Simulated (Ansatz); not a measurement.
# CdTe (F-43m) in Ansatz: settings compared

One crystal, CdTe, is run at these levels: PBE, BLYP+D4; tasks: single point, relaxation of cell and atoms.

Program: Ansatz 0.2.0. These are calculated values, not measurements. Logs are shortened: lines on timing, memory, paths and dates and some standing lists are left out, and cuts for length are marked.

**Experimental background.**

A printed reference work, data compilation reports, for a bulk crystal of CdTe at 0 K: band gap 1.607 eV.

The results are compared with them further down.

**1. Starting point**

Symmetry: F-43m, No. 216, cubic system. The conventional cell has a = 6.410 Å, b = 6.410 Å, c = 6.410 Å, α = 90.00°, β = 90.00°, γ = 90.00°. Te (site symmetry -43m) is surrounded by 4 Cd at 2.78 Å. Cd (site symmetry -43m) is surrounded by 4 Te at 2.78 Å.

**2. Single point, PBE**

input.yaml reads:

```yaml
crystal:
  lattice:
    - [0.0, 3.205, 3.205]
    - [3.205, 0.0, 3.205]
    - [3.205, 3.205, 0.0]
  atoms:
    - { symbol: Te, position: [0.75, 0.75, 0.75] }
    - { symbol: Cd, position: [0.0, 0.0, 0.0] }
kpoints:
  mp_grid: { grid: [7, 7, 7] }
scf:
  occupations: { method: gaussian, width: 0.028 }
hamiltonian:
  xc: pbe
  pseudopotentials: { kind: all_electron, lapw: { basis_error: 0.001 } }
output:
  forces: true
  stress: true
  eigenvalues: true
```

Potentials or basis: all-electron LAPW, scalar-relativistic.

Started as:

```sh
$ ansatz run input.yaml --threads 1 --pin off --max-ram 3072MiB --backend cpu --events-out ev --progress --plain --runs-dir out
```

Output:

```text
Warning: RAYON_NUM_THREADS=1 ignored (pool sized by the plan → 1); use --threads N
LAPW: plane waves up to 8.257 Å⁻¹, error target 1.0e-3 eV per atom; small_component_spin mean_spin; Cd in spheres of 1.398 Å, 20 of its electrons in bands, Dirac shells []; Te in spheres of 1.378 Å, 24 of its electrons in bands, Dirac shells [] (how accurate: hamiltonian.pseudopotentials.lapw.basis_error, Limitations)
Engine: ansatz 0.2.0, aarch64-unknown-linux-gnu
Pseudopotentials: kind: all_electron
Pseudopotential: Te, LAPW, valence charge 24, lapw/all_electron/scalar/gaussian/Te, Koelling and Harmon's equation, gaussian nucleus
Pseudopotential: Cd, LAPW, valence charge 20, lapw/all_electron/scalar/gaussian/Cd, Koelling and Harmon's equation, gaussian nucleus
Functional definition: PBE
  parameter kappa = 0.804
  parameter beta = 0.06672455060314922
  exchange = pbe_x(kappa = kappa, mu = beta*pi^2/3)
  correlation = pbe_c(beta = beta)
Crystal: 2 atoms, lattice volume = 65.844 Å³
Basis set: ecut = 259.75125083150255 eV, 609 PW (Γ), exchange–correlation at level 2
Bands: 27, of which v1, the nominal top of the filled ones, is band 22 counted from 1 (21 counted from 0)
Symmetry: 24 space group operations
Space group: F-43m (ITA 216), of the structure as read, at distance tolerance 4.0e-5 Å
k-points: 20 of 343 (time reversal used)
Non-local potential: Te, projectors of the file, none
Non-local potential: Cd, projectors of the file, none
Initial density: superposition of atomic densities (chi_scale 0.1, normalization cell, long waves kept (reshape's long-wave potential 0.00 eV rms))
Initial wavefunctions: plane waves of lowest kinetic energy (no species holds an atomic orbital)
Functional: x = pbe(κ = 0.804, μ = 0.2195149727645171), c = pbe(β = 0.06672455060314922)
iter 1 solved again at ethr=1.27e-3 eV; its pass at ethr=1.00e-1 eV (dr2=5.61e-1 eV) is discarded
SCF iter   1: F=—  HF=-337120.881406 eV  |F-HF|=—  |Δ(HF+E_count)|=         —  Δρ=2.05e-2  dr2=5.62e-1  ethr=1.27e-3  ⟨swp⟩=2.0  Hψ=3488  notcnv=0
preconditioner: auto → none  [insulator: Δε(μ)=1.155 eV  Ē_g=11.769 eV  σ=0.028 eV  W_gap=1.00  n_scr=14 (ndim 8)  ℏωp=19.4 eV  f_vac=0.195  D(μ)=0.00/eV (n_scr^D=0)  ε∞_Penn≈3.7]
iter 2 solved again at ethr=4.92e-5 eV; its pass at ethr=1.27e-3 eV (dr2=2.16e-2 eV) is discarded
SCF iter   2: F=—  HF=-337120.677069 eV  |F-HF|=—  |Δ(HF+E_count)|=   2.04e-1  Δρ=6.31e-3  dr2=2.17e-2  ethr=4.92e-5  ⟨swp⟩=2.0  Hψ=2839  notcnv=0
SCF iter   3: F=—  HF=-337120.653411 eV  |F-HF|=—  |Δ(HF+E_count)|=   2.37e-2  Δρ=3.73e-3  dr2=8.83e-3  ethr=4.92e-5  ⟨swp⟩=2.5  Hψ=1649  notcnv=0
SCF iter   4: F=—  HF=-337120.653354 eV  |F-HF|=—  |Δ(HF+E_count)|=   5.64e-5  Δρ=1.34e-3  dr2=1.29e-3  ethr=2.01e-5  ⟨swp⟩=2.0  Hψ=1567  notcnv=0
SCF iter   5: F=—  HF=-337120.653475 eV  |F-HF|=—  |Δ(HF+E_count)|=   1.21e-4  Δρ=2.26e-4  dr2=2.59e-5  ethr=2.93e-6  ⟨swp⟩=2.0  Hψ=1565  notcnv=0
SCF iter   6: F=—  HF=-337120.653493 eV  |F-HF|=—  |Δ(HF+E_count)|=   1.76e-5  Δρ=3.93e-5  dr2=8.77e-7  ethr=5.88e-8  ⟨swp⟩=3.0  Hψ=1567  notcnv=0
SCF iter   7: F=-337120.653496 eV  HF=-337120.653496 eV  |F-HF|=4.35e-8  |Δ(HF+E_count)|=   2.65e-6  Δρ=4.51e-6  dr2=1.52e-8  ethr=1.99e-9  ⟨swp⟩=3.0  Hψ=1632  notcnv=0
SCF 1 converged in 7 iterations: F = -337120.653496 eV  dr2 = 1.52e-8
SCF converged after 7 iterations
Free energy (F): -337120.653496 eV
Harris-Foulkes:  -337120.653496 eV  (|F-HF|=4.35e-8)
Internal energy: -337120.653496 eV  (E = F + TS)
E sigma→0 (E₀):  -337120.653496 eV
Fermi energy:    9.784203 eV
--- Per-component energies (eV) ---
  E_band       = -1620.511839
  E_kinetic    = 354736.799673
  E_xc         = -9001.873279
  E_electrostatic = -682855.579890  (all electrons and nuclei)
  E_smearing   = -0.000000  (= −TS)
  E_closure    = 0.000000  (closes the sum)
  E_atoms      = -337115.932394  (free atoms, spherical and without spin; not in F)
  Σ components = -337120.653496   (vs F -337120.653496, Δ=0.00e0)
  Basis errors (estimates in eV, not in F): energy 4.3e-4 per atom: plane waves 4.0e-4 (2.3e-4 summed), levels above the bands 0.0e0, relativity 8.5e-8, radial functions 3.2e-5, core shells 4.2e-7; eigenvalues (radial functions only) 1.2e-6; not estimated: angular momenta, meshes, grids; target (lapw.basis_error) 1.0e-3; muffin-tin radii Cd 1.398 Å, Te 1.378 Å
--- Forces (eV/Å), atoms counted from 1 ---
  atom   1  Te    -0.00000000     0.00000000    -0.00000000
  atom   2  Cd     0.00000000    -0.00000000    -0.00000000
  max |Σ_I F_I| component: 3.24e-17 eV/Å
--- Stress (GPa, compression-positive) ---
        4.259424       0.000000      -0.000000
        0.000000       4.259424       0.000000
       -0.000000       0.000000       4.259424
  P = ⅓ Tr σ = 4.2594 GPa (42.594 kbar)
--- Band table (eV; the first three rows and the last of 20) ---
  k-point 0: bands = ["-149.3646", "-99.4040", "-99.4040", "-99.4040", "-92.8601", "-53.9213", "-53.9213", "-53.9213", "-26.7464", "-26.7464", "-26.7464", "-26.7370", "-26.7370", "-2.0203", "0.9485", "0.9485", "0.9485", "1.2344", "1.2344", "9.3475", "9.3475", "9.3475", "10.2199", "13.9443", "13.9443", "13.9443", "16.8474"]
  k-point 1: bands = ["-149.3646", "-99.4040", "-99.4040", "-99.4040", "-92.8601", "-53.9214", "-53.9213", "-53.9213", "-26.7465", "-26.7464", "-26.7464", "-26.7370", "-26.7370", "-1.9393", "0.9641", "0.9641", "1.0109", "1.2332", "1.2332", "7.8761", "9.1609", "9.1609", "11.1859", "13.9922", "14.2218", "14.2218", "17.7253"]
  k-point 2: bands = ["-149.3646", "-99.4040", "-99.4040", "-99.4040", "-92.8601", "-53.9214", "-53.9214", "-53.9214", "-26.7465", "-26.7462", "-26.7462", "-26.7370", "-26.7370", "-1.7566", "0.9956", "0.9956", "1.2275", "1.2350", "1.2350", "6.1312", "8.8033", "8.8033", "11.3730", "14.5637", "14.5637", "15.1660", "17.5084"]
  k-point 19: bands = ["-149.3646", "-99.4040", "-99.4040", "-99.4040", "-92.8601", "-53.9214", "-53.9214", "-53.9214", "-26.7466", "-26.7463", "-26.7458", "-26.7370", "-26.7367", "-1.4729", "1.0742", "1.0903", "1.1998", "1.2371", "1.8307", "5.0196", "6.6930", "7.4198", "13.0713", "14.2046", "15.3099", "16.1036", "18.3367"]
```

Run time: 13 s. Hardware: 1 thread of Arm Neoverse V1, shared host; peak memory 0.29 GiB.

What came out:

```yaml
Free_energy: -337120.6535 eV
Pressure: 4.3 GPa
Band_gap_on_the_k_mesh: 0.87 eV, direct
```

Levels at points of the mesh, in eV from the valence-band top:
```
           k point  band 20  band 21  band 22  band 23  band 24  band 25
(0.00, 0.00, 0.00)     0.00     0.00     0.00     0.87     4.60     4.60
```

Caveat: spin-orbit coupling is left out, which moves the levels of the heavy elements.

**3. Relaxation of cell and atoms, BLYP+D4**

Edit input.yaml of step 2 so:

```diff
@@ -11,5 +11,6 @@
 scf:
-  occupations: { method: gaussian, width: 0.028 }
+  occupations: { method: fermi_dirac, width: 0.05 }
 hamiltonian:
-  xc: pbe
+  xc: blyp
+  dispersion: d4
   pseudopotentials: { kind: all_electron, lapw: { basis_error: 0.001 } }
@@ -18,2 +19,5 @@
   stress: true
-  eigenvalues: true
+relax:
+  f_tol: 0.02
+  max_steps: 60
+  cell: {}
```

Potentials or basis: all-electron LAPW, scalar-relativistic.

Started as:

```sh
$ ansatz run input.yaml --threads 1 --pin off --max-ram 3072MiB --backend cpu --events-out ev --progress --plain --runs-dir out
```

Output:

```text
Warning: RAYON_NUM_THREADS=1 ignored (pool sized by the plan → 1); use --threads N
The last accepted step is kept in <dir> (removed where the run ends without a failure and the disk answers)
LAPW: plane waves up to 8.573 Å⁻¹, error target 1.0e-3 eV per atom; small_component_spin mean_spin; Cd in spheres of 1.353 Å, 20 of its electrons in bands, Dirac shells []; Te in spheres of 1.339 Å, 24 of its electrons in bands, Dirac shells [] (how accurate: hamiltonian.pseudopotentials.lapw.basis_error, Limitations)
[... 4 set-up lines as earlier in the session ...]
Functional definition: BLYP
  parameter beta = 0.0042
  parameter a = 0.04918
  parameter b = 0.132
  parameter c = 0.2533
  parameter d = 0.349
  exchange = b88_x(beta = beta)
  correlation = lyp_c(a = a, b = b, c = c, d = d)
Crystal: 2 atoms, lattice volume = 65.844 Å³
Basis set: ecut = 280.0457333376261 eV, 725 PW (Γ), exchange–correlation at level 2
Bands: 27, of which v1, the nominal top of the filled ones, is band 22 counted from 1 (21 counted from 0)
[... 2 set-up lines as earlier in the session ...]
k-points: 20 of 343 (time reversal used)
[... 4 set-up lines as earlier in the session ...]
Functional: x = b88, c = lyp
iter 1 solved again at ethr=1.53e-3 eV; its pass at ethr=1.00e-1 eV (dr2=6.74e-1 eV) is discarded
SCF iter   1: F=—  HF=-337155.210411 eV  |F-HF|=—  |Δ(HF+E_count)|=         —  Δρ=2.17e-2  dr2=6.76e-1  ethr=1.53e-3  ⟨swp⟩=2.0  Hψ=3500  notcnv=0
preconditioner: auto → none  [insulator: Δε(μ)=1.144 eV  Ē_g=11.932 eV  σ=0.050 eV  W_gap=1.00  n_scr=14 (ndim 8)  ℏωp=19.4 eV  f_vac=0.195  D(μ)=0.00/eV (n_scr^D=0)  ε∞_Penn≈3.6]
iter 2 solved again at ethr=5.48e-5 eV; its pass at ethr=1.53e-3 eV (dr2=2.41e-2 eV) is discarded
SCF iter   2: F=—  HF=-337154.983936 eV  |F-HF|=—  |Δ(HF+E_count)|=   2.26e-1  Δρ=6.31e-3  dr2=2.42e-2  ethr=5.48e-5  ⟨swp⟩=2.0  Hψ=2748  notcnv=0
SCF iter   3: F=—  HF=-337154.960444 eV  |F-HF|=—  |Δ(HF+E_count)|=   2.35e-2  Δρ=3.67e-3  dr2=9.05e-3  ethr=5.48e-5  ⟨swp⟩=2.6  Hψ=1600  notcnv=0
SCF iter   4: F=—  HF=-337154.960087 eV  |F-HF|=—  |Δ(HF+E_count)|=   3.57e-4  Δρ=1.36e-3  dr2=1.35e-3  ethr=2.06e-5  ⟨swp⟩=2.0  Hψ=1481  notcnv=0
SCF iter   5: F=—  HF=-337154.960140 eV  |F-HF|=—  |Δ(HF+E_count)|=   5.34e-5  Δρ=2.55e-4  dr2=2.93e-5  ethr=3.07e-6  ⟨swp⟩=2.0  Hψ=1481  notcnv=0
SCF iter   6: F=—  HF=-337154.960155 eV  |F-HF|=—  |Δ(HF+E_count)|=   1.45e-5  Δρ=4.38e-5  dr2=6.41e-7  ethr=6.66e-8  ⟨swp⟩=2.5  Hψ=1492  notcnv=0
SCF iter   7: F=-337154.960157 eV  HF=-337154.960157 eV  |F-HF|=1.82e-8  |Δ(HF+E_count)|=   1.82e-6  Δρ=3.88e-6  dr2=4.75e-9  ethr=1.46e-9  ⟨swp⟩=3.0  Hψ=1609  notcnv=0
SCF 1 converged in 7 iterations: F = -337154.960157 eV  dr2 = 4.75e-9
relax step   1: F+E_penalty+E_count = -337154.96015673 eV  Δ(F+E_penalty+E_count) = +0.000e0 eV  max|allowed force component| = 5.089e-17 eV/Å  Δτ_max = 0.0000 Å  P = +2.937 GPa  Ω = 65.844 Å³  (7 SCF iters, accepted)
Crystal: 2 atoms, lattice volume = 72.872 Å³
Basis set: ecut = 261.73702994677484 eV, 725 PW (Γ), exchange–correlation at level 2
[... 9 lines left out ...]
SCF iter   5: F=—  HF=-337154.988045 eV  |F-HF|=—  |Δ(HF+E_count)|=   1.66e-7  Δρ=1.14e-5  dr2=8.82e-8  ethr=3.06e-9  ⟨swp⟩=2.8  Hψ=1562  notcnv=0
SCF iter   6: F=-337154.988045 eV  HF=-337154.988045 eV  |F-HF|=8.73e-10  |Δ(HF+E_count)|=   1.56e-8  Δρ=2.14e-6  dr2=2.90e-9  ethr=2.01e-10  ⟨swp⟩=3.0  Hψ=1573  notcnv=0
SCF 2 converged in 6 iterations: F = -337154.988045 eV  dr2 = 2.90e-9
relax step   2: F+E_penalty+E_count = -337154.98804484 eV  Δ(F+E_penalty+E_count) = -2.789e-2 eV  max|allowed force component| = 1.735e-17 eV/Å  Δτ_max = 0.0000 Å  P = -1.255 GPa  Ω = 72.872 Å³  (6 SCF iters, accepted)
Crystal: 2 atoms, lattice volume = 70.615 Å³
Basis set: ecut = 267.28391600565215 eV, 725 PW (Γ), exchange–correlation at level 2
iter 1 solved again at ethr=4.50e-7 eV; its pass at ethr=1.00e-1 eV (dr2=1.98e-4 eV) is discarded
SCF iter   1: F=—  HF=-337154.998368 eV  |F-HF|=—  |Δ(HF+E_count)|=         —  Δρ=3.12e-4  dr2=1.90e-4  ethr=4.50e-7  ⟨swp⟩=3.9  Hψ=2918  notcnv=0
preconditioner: auto → none  [insulator: Δε(μ)=0.550 eV  Ē_g=11.986 eV  σ=0.050 eV  W_gap=0.99  n_scr=14 (ndim 8)  ℏωp=18.7 eV  f_vac=0.243  D(μ)=0.00/eV (n_scr^D=0)  ε∞_Penn≈3.4]
iter 2 solved again at ethr=3.99e-8 eV; its pass at ethr=4.32e-7 eV (dr2=1.75e-5 eV) is discarded
[... 5 lines left out ...]
relax step   3: F+E_penalty+E_count = -337154.99831265 eV  Δ(F+E_penalty+E_count) = -1.027e-2 eV  max|allowed force component| = 1.850e-17 eV/Å  Δτ_max = 0.0000 Å  P = -0.168 GPa  Ω = 70.615 Å³  (5 SCF iters, accepted)
Crystal: 2 atoms, lattice volume = 70.279 Å³
Basis set: ecut = 268.1357679008474 eV, 725 PW (Γ), exchange–correlation at level 2
iter 1 solved again at ethr=1.08e-8 eV; its pass at ethr=1.00e-1 eV (dr2=4.75e-6 eV) is discarded
SCF iter   1: F=—  HF=-337154.998478 eV  |F-HF|=—  |Δ(HF+E_count)|=         —  Δρ=4.74e-5  dr2=4.23e-6  ethr=1.08e-8  ⟨swp⟩=4.8  Hψ=2958  notcnv=0
preconditioner: auto → none  [insulator: Δε(μ)=0.570 eV  Ē_g=12.001 eV  σ=0.050 eV  W_gap=0.99  n_scr=14 (ndim 8)  ℏωp=18.8 eV  f_vac=0.244  D(μ)=0.00/eV (n_scr^D=0)  ε∞_Penn≈3.5]
SCF iter   2: F=—  HF=-337154.998477 eV  |F-HF|=—  |Δ(HF+E_count)|=   7.89e-7  Δρ=1.69e-5  dr2=4.36e-7  ethr=9.61e-9  ⟨swp⟩=2.0  Hψ=1520  notcnv=0
SCF iter   3: F=-337154.998477 eV  HF=-337154.998477 eV  |F-HF|=7.15e-8  |Δ(HF+E_count)|=   3.03e-8  Δρ=7.81e-6  dr2=8.49e-8  ethr=9.90e-10  ⟨swp⟩=2.2  Hψ=1527  notcnv=0
SCF 4 converged in 3 iterations: F = -337154.998477 eV  dr2 = 8.49e-8
relax step   4: F+E_penalty+E_count = -337154.99847694 eV  Δ(F+E_penalty+E_count) = -1.643e-4 eV  max|allowed force component| = 3.469e-17 eV/Å  Δτ_max = 0.0000 Å  P = +0.012 GPa  Ω = 70.279 Å³  (3 SCF iters, accepted)
iter 1 solved again at ethr=1.93e-10 eV; its pass at ethr=1.00e-1 eV (dr2=8.49e-8 eV) is discarded
SCF iter   1: F=—  HF=-337154.998475 eV  |F-HF|=—  |Δ(HF+E_count)|=         —  Δρ=7.82e-6  dr2=8.49e-8  ethr=1.93e-10  ⟨swp⟩=3.8  Hψ=2649  notcnv=0
preconditioner: auto → none  [insulator: Δε(μ)=0.571 eV  Ē_g=12.001 eV  σ=0.050 eV  W_gap=0.99  n_scr=14 (ndim 8)  ℏωp=18.8 eV  f_vac=0.244  D(μ)=0.00/eV (n_scr^D=0)  ε∞_Penn≈3.5]
SCF iter   2: F=-337154.998475 eV  HF=-337154.998475 eV  |F-HF|=8.79e-9  |Δ(HF+E_count)|=   1.65e-7  Δρ=3.75e-6  dr2=1.46e-8  ethr=1.93e-10  ⟨swp⟩=3.0  Hψ=1548  notcnv=0
SCF 5 converged in 2 iterations: F = -337154.998475 eV  dr2 = 1.46e-8
relax step   5: F+E_penalty+E_count = -337154.99847545 eV  Δ(F+E_penalty+E_count) = +1.491e-6 eV  max|allowed force component| = 3.007e-17 eV/Å  Δτ_max = 0.0000 Å  P = +0.012 GPa  Ω = 70.279 Å³  stress off target by 1.23e-2 GPa  SCF on the basis re-selected at this cell (its energy is not comparable with the rows above)  (2 SCF iters)
basis re-selected at this cell: Δ(F+E_penalty+E_count) = +1.491e-6 eV, ΔP = -0.000 GPa vs the last step (what re-selecting the basis moved, after the strain that the cell walked since its last selection, with what the two solves' SCF thresholds leave and, on support functions, any second-order correction that the steps lacked; it is no measure of the basis error at this ecutwfc). This SCF's stress stands 1.23e-2 GPa from its target on what of the cell is left free (relax.cell.stress_tol is 5.00e-2 GPa) and its largest allowed force component is 3.01e-17 eV/Å (relax.f_tol is 2.00e-2 eV/Å): within both
SCF converged after 2 iterations
Free energy (F): -337154.998475 eV
Harris-Foulkes:  -337154.998475 eV  (|F-HF|=8.79e-9)
Internal energy: -337154.998449 eV  (E = F + TS)
E sigma→0 (E₀):  -337154.998462 eV
Entropy (-TS):   -0.000026 eV (-0.013 meV/atom)
Fermi energy:    9.034434 eV
--- Per-component energies (eV) ---
  E_band       = -1639.556855
  E_kinetic    = 354789.171766
  E_xc         = -9034.558227
  E_electrostatic = -682908.335687  (all electrons and nuclei)
  E_disp       = -1.276300  (pairwise vdW)
  E_smearing   = -0.000026  (= −TS)
  E_closure    = 0.000000  (closes the sum)
  E_atoms      = -337150.033386  (free atoms, spherical and without spin; not in F)
  Σ components = -337154.998475   (vs F -337154.998475, Δ=0.00e0)
  Basis errors (estimates in eV, not in F): energy 4.3e-4 per atom: plane waves 4.1e-4 (2.4e-4 summed), levels above the bands 6.0e-60, relativity 7.0e-8, radial functions 2.0e-5, core shells 5.6e-7; eigenvalues (radial functions only) 2.7e-7; not estimated: angular momenta, meshes, grids; target (lapw.basis_error) 1.0e-3; muffin-tin radii Cd 1.383 Å, Te 1.369 Å
--- Forces (eV/Å), atoms counted from 1 ---
  atom   1  Te     0.00000000     0.00000000     0.00000000
  atom   2  Cd    -0.00000000    -0.00000000    -0.00000000
  max |Σ_I F_I| component: 9.25e-18 eV/Å
--- Stress (GPa, compression-positive) ---
        0.012264      -0.000000      -0.000000
       -0.000000       0.012264       0.000000
       -0.000000       0.000000       0.012264
  P = ⅓ Tr σ = 0.0123 GPa (0.123 kbar)
--- Relaxed structure (4 steps of the walk, 4 accepted, 1 SCFs on fresh bases) ---
  F+E_penalty+E_count = -337154.99847545 eV   max|allowed force component| = 3.007e-17 eV/Å   (the final SCF, on the basis selected at the relaxed cell)
  cell:  # Å, volume = 70.2790 Å³
    - [-6.623983642764266e-34, 3.2754059890406904, 3.2754059890406904]
    - [3.2754059890406904, 2.2578867320768582e-33, 3.2754059890406904]
    - [3.2754059890406904, 3.2754059890406904, 1.7483495287872996e-33]
  atoms:
    - { symbol: Te, position: [0.7499999999999999, 0.7499999999999999, 0.7499999999999999] }
    - { symbol: Cd, position: [-3.3488446445890893e-35, 4.725939638625724e-35, 4.0999873686090715e-35] }
```

It took 45 s on 1 thread of Arm Neoverse V1, shared host; peak memory 0.31 GiB.

What came out:

```yaml
Free_energy: -337154.9985 eV
Relaxed_volume: 35.14 Å³/atom
Relaxed_cell: a = 4.632 Å, b = 4.632 Å, c = 4.632 Å, α = 60.00°, β = 60.00°, γ = 60.00°
Space_group_after_relaxing_to_0.05_Å: F-43m (No. 216)
Energy_gained_by_relaxing: 19.2 meV/atom
Ionic_steps: 5
Pressure_after_relaxing: 0.0 GPa
Band_gap_on_the_k_mesh: 0.57 eV
```

The path:
```
step  energy change (eV)  largest force (eV/Å)  volume (Å³)
   1              0.0000                0.0000        65.84
   2             -0.0279                0.0000        72.87
   3             -0.0382                0.0000        70.62
   4             -0.0383                0.0000        70.28
   5             -0.0383                0.0000        70.28
```

Final structure:
```
Te Cd
1.0
     0.00000    3.27541    3.27541
     3.27541    0.00000    3.27541
     3.27541    3.27541    0.00000
Te Cd
1 1
Cartesian
  4.9131 4.9131 4.9131
  0.0000 0.0000 0.0000
```

Caveat: spin-orbit coupling is left out, which moves the levels of the heavy elements; an odd mesh through Γ misses points on the zone boundary, where band edges often lie. Zero-point motion and thermal expansion aren't in these numbers.

**4. Comparison with measurements**

Step 2. Measured gap of CdTe: 1.607 eV (0 K; a printed reference work, data compilation). This calculation gives 0.87 eV (-0.73 eV). Spin-orbit coupling on Cd, Te is left out. The value is that of PBE, without temperature or zero-point motion. Semilocal functionals fall short of measured gaps as a rule.
